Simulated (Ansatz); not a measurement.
AlN:

```
Al N
1.0
     0.00000    2.03452    2.03452
     2.03452    0.00000    2.03452
     2.03452    2.03452    0.00000
Al N
1 1
Direct
  0.50000 0.50000 0.50000
  0.00000 0.00000 0.00000
```

Measurements of this composition are mostly on another form, of space group No. 186.

| Item | Value |
| --- | --- |
| Program | Ansatz 0.2.0 |
| Task | relaxation of cell and atoms |
| Functional | PBEsol |
| Potentials or basis | Ansatz PAW |
| Cutoff | 420 eV (not typed: the program's choice for these potentials) |
| k mesh | 11 × 11 × 11 |
| Occupations | fermi-dirac, width 0.05 eV |
| Spin | no spin polarisation |

At the start: volume 8.42 Å³/atom.

Problem. How do energy, volume and symmetry change on relaxing?

Solution. It ends after 7 steps and the volume is 8.27 Å³/atom (-1.7 %); space group Fm-3m (No. 225, to 0.05 Å).

Step by step:
| step | energy change (eV) | largest force (eV/Å) | volume (Å³) |
| --- | --- | --- | --- |
| 1 | 0.0000 | 0.0000 | 16.84 |
| 2 | -0.0035 | 0.0000 | 16.70 |
| 3 | -0.0051 | 0.0000 | 16.55 |
| 4 | -0.0051 | 0.0000 | 16.56 |
| 5 | -0.0041 | 0.0000 | 16.56 |
| 6 | -0.0041 | 0.0000 | 16.55 |
| 7 | -0.0041 | 0.0000 | 16.55 |

Final structure:
```
CELL_PARAMETERS angstrom
0.00000 2.02262 2.02262
2.02262 0.00000 2.02262
2.02262 2.02262 0.00000
ATOMIC_POSITIONS crystal
Al 0.50000 0.50000 0.50000
N 0.00000 0.00000 0.00000
```

Caveat: the plane-wave basis is chosen anew once the cell has moved, so the energies of steps on either side of that aren't comparable; the pressure holds a Pulay correction of +0.6 GPa for the finite cutoff; the PAW data sets come from PBE, with cores solved anew for the run's functional, which leaves a small shift of forces and pressure.
